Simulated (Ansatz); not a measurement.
**O under changes of volume**

One of the cells (17.288 Å³/atom); the others are scaled copies at fixed shape and fractional positions:

```xyz
2
Lattice="2.8514 -1.6624 0.0000 2.8514 1.6624 0.0000 -2.3945 0.0000 3.6471" Properties=species:S:1:pos:R:3 pbc="T T T"
O     3.5357    0.0000    3.0797
O    -0.2274    0.0000    0.5674
```

| Property | Result |
| --- | --- |
| Program | Ansatz 0.2.0 |
| Functional | LDA |
| Potentials or basis | all-electron LAPW, scalar-relativistic |
| Cutoff | 874 eV (chosen from the basis error) |
| Basis error allowed | 0.001 eV/atom |
| k mesh | 10 × 10 × 7 |
| Occupations | fermi-dirac, width 0.05 eV |
| Spin | no spin polarisation |

| volume (Å³/atom) | energy over the lowest point (meV/atom) | pressure (GPa) | largest force (eV/Å) |
| --- | --- | --- | --- |
| 16.251 | 0.00 | -3.2 | 0.531 |
| 16.596 | 8.62 | -4.3 | 0.216 |
| 16.942 | 19.50 | -5.3 | 0.749 |
| 17.288 | 32.41 | -6.2 | 1.295 |
| 17.634 | 47.13 | -7.0 | 1.807 |
| 17.979 | 63.45 | -7.7 | 2.286 |
| 18.325 | ? | ? | ? |

Problem. What does the run at 18.325 Å³/atom give?

Solution. Energy over the lowest point 81.20 meV/atom; pressure -8.3 GPa; largest force 2.733 eV/Å.

Worked out: A Birch-Murnaghan fit of order 3 (a polynomial in V^(-2/3)) to the other rows has no minimum within the range. It gives 81.29 meV/atom at 18.325 Å³/atom, against the run's 81.20, and -dE/dV = -8.6 GPa, against -8.3.

Energies are extrapolated to zero smearing.

Caveats: spin is off for a triplet molecule; forces of over 1 eV/Å show positions far from the minimum, so gaps and moduli don't describe the material at rest (some runs).
